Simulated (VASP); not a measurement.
HfO$_{2}$ in VASP 6.6.1, single-point calculation

INCAR

```
NSW = 0
PREC = Accurate
SIGMA = 0.02
ISMEAR = -1
LCHARG = .FALSE.
IVDW = 20
LASPH = .TRUE.
ISIF = 2
GGA = PE
ENCUT = 700
IBRION = -1
LWAVE = .FALSE.
LREAL = .FALSE.
NELM = 56
EDIFF = 1E-7
NBANDS = 18
```

KPOINTS

```
KPOINTS created by Atomic Simulation Environment
0
Gamma
2 2 2
0 0 0
```

POSCAR

```
Hf O
 1.0000000000000000
     0.1584675538000000    2.5864825802999998    2.5864825802999998
     2.5864825802999998    0.1584675538000000    2.5864825802999998
     2.5864825802999998    2.5864825802999998    0.1584675538000000
 Hf  O
   1   2
Cartesian
 -0.0000000000000000  0.0000000000000000  0.0000000000000000
  1.3140566257347566  1.3140566257347566  1.3140566257347563
  4.0173760886652419  4.0173760886652419  4.0173760886652419
```

The recommended PBE PAW datasets give the neutral cell 22 valence electrons.

Command

```
mpirun -np 1 vasp_std
```

Task: How does this run end, and what does it give?

Result: It converged. Results: gap between bands v and c on the k mesh 3.73 eV; least direct gap on the k mesh 3.73 eV; pressure 10.0 GPa; largest force 0.24 eV/Å. Band v is the last that the valence electrons fill when counted band by band, and c is the next.

OSZICAR

```
N       E                     dE             d eps       ncg     rms          rms(c)
DAV:   1     0.114758982689E+03    0.11476E+03   -0.15448E+04   144   0.154E+03
DAV:   2    -0.307053448801E+02   -0.14546E+03   -0.14014E+03   188   0.341E+02
DAV:   3    -0.356067596663E+02   -0.49014E+01   -0.48855E+01   164   0.531E+01
DAV:   4    -0.356318830782E+02   -0.25123E-01   -0.25119E-01   170   0.418E+00
DAV:   5    -0.356320302420E+02   -0.14716E-03   -0.14716E-03   152   0.299E-01    0.543E+01
DAV:   6    -0.297046195318E+02    0.59274E+01   -0.19479E+01   148   0.325E+01    0.500E+01
DAV:   7    -0.296249404298E+02    0.79679E-01   -0.68551E-01   156   0.659E+00    0.342E+01
DAV:   8    -0.295985386489E+02    0.26402E-01   -0.25264E-01   152   0.473E+00    0.850E+00
DAV:   9    -0.295836319149E+02    0.14907E-01   -0.56891E-02   150   0.187E+00    0.222E+00
DAV:  10    -0.295836815116E+02   -0.49597E-04   -0.18093E-03   170   0.344E-01    0.361E-01
DAV:  11    -0.295837471767E+02   -0.65665E-04   -0.19477E-04   160   0.116E-01    0.123E-01
DAV:  12    -0.295837620066E+02   -0.14830E-04   -0.38098E-05   160   0.429E-02    0.753E-02
DAV:  13    -0.295837619518E+02    0.54759E-07   -0.41344E-06   172   0.158E-02    0.735E-03
DAV:  14    -0.295837623864E+02   -0.43459E-06   -0.35530E-07   174   0.433E-03    0.141E-02
DAV:  15    -0.295837622777E+02    0.10871E-06   -0.29532E-08   122   0.110E-03    0.103E-03
DAV:  16    -0.295837622794E+02   -0.17167E-08   -0.23459E-09    84   0.394E-04
   1 F= -.30606236E+02 E0= -.30606236E+02  d E =-.207138E-10
```

Standard output (part)

```
POSCAR found type information on POSCAR HfO
 POSCAR found :  2 types and       3 ions
 LDA part: xc-table for (Slater+PW92), standard interpolation
 POSCAR, INCAR and KPOINTS ok, starting setup
 WAVECAR not read
 entering main loop
 augmentation electrons   22.0240820026546
 total        electrons   22.0240820026546
 augmentation electrons   1002.57742229679
 total        electrons   1002.57742229679
 augmentation electrons   4.03759550773399
 soft         electrons   17.9864865649517
 total        electrons   22.0240820726857
 translations:           2           2           2
```

For comparison, a separate PBE run of the intended cell, on usual settings and not on those above, gives a gap of 3.94 eV on its mesh and a pressure of 11.4 GPa.
